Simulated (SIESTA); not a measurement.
A run of SIESTA 5.4.2 is set up as follows.

Contents of GaAs.fdf:

```
SystemName                      GaAs
SystemLabel                     GaAs
NumberOfSpecies                 2
NumberOfAtoms                   2
%block ChemicalSpeciesLabel
  1  33 As
  2  31 Ga
%endblock ChemicalSpeciesLabel

LatticeConstant                 1.0 Ang
%block LatticeVectors
     0.0000000000     2.8268500000     2.8268500000
     2.8268500000     0.0000000000     2.8268500000
     2.8268500000     2.8268500000     0.0000000000
%endblock LatticeVectors
AtomicCoordinatesFormat         Fractional
%block AtomicCoordinatesAndAtomicSpecies
     0.7500000000     0.7500000000     0.7500000000  1  As
     0.0000000000     0.0000000000     0.0000000000  2  Ga
%endblock AtomicCoordinatesAndAtomicSpecies

%block kgrid.MonkhorstPack
    8   0   0  0.0
    0   8   0  0.0
    0   0   8  0.0
%endblock kgrid.MonkhorstPack
XC.Functional                   GGA
XC.Authors                      BLYP
PAO.BasisSize                   DZP
PAO.EnergyShift                 0.002 Ry
Mesh.Cutoff                     800 Ry
OccupationFunction              FD
ElectronicTemperature           0.05 eV
MaxSCFIterations                120
SCF.MustConverge                false
SCF.Mixer.Method                Pulay
SCF.Mixer.Weight                0.25
SCF.Mixer.History               8
SCF.DM.Tolerance                5.0e-05
SCF.H.Tolerance                 1.0e-03 eV
WriteForces                     true
Charge.Mulliken                 end
BandLinesScale                  ReciprocalLatticeVectors
%block BandLines
    1    0.000000   0.000000   0.000000  \Gamma
   12    0.500000   0.000000   0.500000  X
    6    0.500000   0.250000   0.750000  W
    4    0.375000   0.375000   0.750000  K
   13    0.000000   0.000000   0.000000  \Gamma
   11    0.500000   0.500000   0.500000  L
    8    0.625000   0.250000   0.625000  U
    4    0.500000   0.250000   0.750000  W
    9    0.500000   0.500000   0.500000  L
    8    0.375000   0.375000   0.750000  K
    1    0.625000   0.250000   0.625000  U
    4    0.500000   0.000000   0.500000  X
%endblock BandLines
%block PAO.Basis
  Ga 4
  n=4 0 2
    6.830 0.000
  n=4 1 2
    9.500 0.000
  n=3 2 1
    3.767
  n=4 2 1
    9.500
%endblock PAO.Basis
```

Potentials or basis: PseudoDojo 0.4 standard (PBE files), DZP (energy shift 0.002 Ry; radii capped at 9.5 bohr).

The run is started by

```console
$ siesta < GaAs.fdf > GaAs.out 2>&1
```

**Question.** Predict the pressure.

**Answer.** 8.4 GPa.

**Question.** Estimate the band gap on the k mesh.

**Answer.** 0.36 eV, direct.

**Question.** Predict the band gap along the path.

**Answer.** 0.37 eV, direct.

Levels at the corners of the path, in eV from the valence-band top:
```tsv
point	band 11	band 12	band 13	band 14	band 15	band 16	band 17	band 18
Γ	-12.85	0.00	0.00	0.00	0.37	4.01	4.01	4.01
X	-10.40	-6.97	-2.75	-2.75	1.91	2.03	10.50	10.50
W	-10.34	-6.79	-3.52	-3.35	4.74	5.41	5.60	6.76
K	-10.44	-6.78	-3.85	-2.32	2.31	5.00	8.35	8.63
Γ	-12.85	0.00	0.00	0.00	0.37	4.01	4.01	4.01
L	-11.14	-6.75	-1.19	-1.19	1.00	5.09	5.09	8.76
U	-10.44	-6.78	-3.85	-2.32	2.31	5.00	8.35	8.63
W	-10.34	-6.79	-3.52	-3.35	4.74	5.41	5.60	6.76
L	-11.14	-6.75	-1.19	-1.19	1.00	5.09	5.09	8.76
K	-10.44	-6.78	-3.85	-2.32	2.31	5.00	8.35	8.63
U	-10.44	-6.78	-3.85	-2.32	2.31	5.00	8.35	8.63
X	-10.40	-6.97	-2.75	-2.75	1.91	2.03	10.50	10.50
```

Caveat: semicore shells carry a single zeta, which can move pressures by several GPa and volumes by a few percent; the potentials were made for another functional, which shifts forces and pressure; the basis of atomic orbitals isn't converged, which shifts pressures, moduli and gaps.

**Experimental background.**

“Evidence of valence band perturbations in GaAsN/GaAs(001): A combined variable-angle spectroscopic ellipsometry and modulated photoreflectance investigation”, 2008, arxiv:0805.2212 reports, for a bulk crystal of GaAs at 300 K: band gap 1.418 ± 0.005 eV (direct).

Against the measured gap of GaAs, 1.418 eV (direct; 300 K; “Evidence of valence band perturbations in GaAsN/GaAs(001): A combined variable-angle spectroscopic ellipsometry and modulated photoreflectance investigation”, 2008, arxiv:0805.2212), the calculated 0.37 eV is off by -1.05 eV. So large a miss can be the level of theory's own, or it may mean another phase, state or a wrong row. 3 values of this kind are on record (1.412 to 1.51 eV); this one was drawn at random among those near their median, those with a stated uncertainty first. Spin-orbit coupling on As, Ga is left out. The value is that of BLYP in an atomic basis (PseudoDojo 0.4 standard (PBE files), DZP (energy shift 0.002 Ry; radii capped at 9.5 bohr)), whose error adds to the functional's,, without temperature or zero-point motion. Semilocal functionals fall short of measured gaps as a rule.
